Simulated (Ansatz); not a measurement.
Crystal: In.

```
In
1.0
    -1.88253    1.88253    1.88253
     1.88253   -1.88253    1.88253
     1.88253    1.88253   -1.88253
In
1
Direct
  0.00000 0.00000 0.00000
```

This isn't the form of In at room conditions, which is tetragonal.

Base run:

```yaml
Program: Ansatz 0.2.0
Functional: PBE
Potentials_or_basis: Ansatz PAW
Cutoff: "420 eV (not typed: the program's choice for these potentials)"
k_mesh: 10 × 10 × 10
Occupations: gaussian, width 0.1 eV
Spin: no spin polarisation
```

Its results: band gap on the k mesh none (metal or under the smearing width); pressure 1.5 GPa.

The run is repeated on the same cell with these changes: functional from PBE to RPBE. What comes out?

Band gap on the k mesh none (metal or under the smearing width); pressure 3.1 GPa.

RPBE binds less tightly than PBE, so the same cell stands under more pressure.

Caveats: the PAW data sets come from PBE, with cores solved anew for the run's functional, which leaves a small shift of forces and pressure (some runs).
